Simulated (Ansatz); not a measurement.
# PbS (Fm-3m) from LDA to hybrids

All numbers come from Ansatz. The values are computed, non-magnetic, and not measurements.

A 2-atom cell of PbS started from a crystallographic database, relaxed with r2SCAN+rVV10. The symmetry is Fm-3m (No. 225, cubic); a = 5.941 Å in the conventional setting, 26.21 Å³ an atom. Pb is surrounded by 6 S at 2.97 Å; S is surrounded by 6 Pb at 2.97 Å.

Band edges at fixed r2SCAN+rVV10 geometry:
```
    level       k mesh  gap (eV)    kind  edges  least direct gap (eV)        rough cost
      LDA        8×8×8      0.25  direct      L                   0.25    3 core-seconds
      PBE        8×8×8      0.38  direct      L                   0.38    4 core-seconds
  PBE+SOC        8×8×8      0.07  direct      L                   0.07   21 core-seconds
   r2SCAN        8×8×8      0.63  direct      L                   0.63    9 core-seconds
    HSE06        6×6×6      0.81  direct      L                   0.81    3 core-minutes
HSE06+SOC        4×4×4      0.32  direct      L                   0.32    5 core-minutes
 DDH-PBE0        6×6×6      0.60  direct      L                   0.60    4 core-minutes
     PBE0        6×6×6      1.38  direct      L                   1.38    3 core-minutes
  r2SCAN0        6×6×6      1.57  direct      L                   1.57    4 core-minutes
  LC-ωPBE  6×6×6 alone      4.68  direct      L                   4.68  2.1 core-minutes
```
PBE, PBE+SOC, HSE06+SOC: smearing of 0.02 eV; the others have fixed occupations.
Wave cutoffs: 420 eV, 500 eV (r2SCAN, r2SCAN0).
A mesh marked alone had no extra points solved. Gaps under 0.1 eV (PBE+SOC) can't be told from a closed one: the bands may be in normal order or already inverted, which a gap's size doesn't show.
Costs come from shared machines and give only the order; PBE's includes the band path.

HSE06 gives a direct gap of 0.81 eV at L. Spin-orbit coupling changes the PBE gap by -0.30 eV, to 0.07 eV.

r2SCAN covers 59 % of the step from PBE to HSE06, while HSE06 needs about 22 times r2SCAN's cost (on a coarser mesh). All these functionals give a gap of the same kind, direct.

r2SCAN (ground state on 6×6×6): The clamped-ion dielectric constant comes out as 14.35 in all directions. Born charges, averaged over directions: Pb +4.46, S -4.46 e. PBE (ground state on 6×6×6): The electronic dielectric tensor ε∞ is 16.93 in all directions. Born charges, averaged over directions: Pb +4.42, S -4.42 e.

Only the levels marked +SOC include spin-orbit coupling.

The meshes of the hybrids are coarse, so their gaps aren't converged to the digits shown.
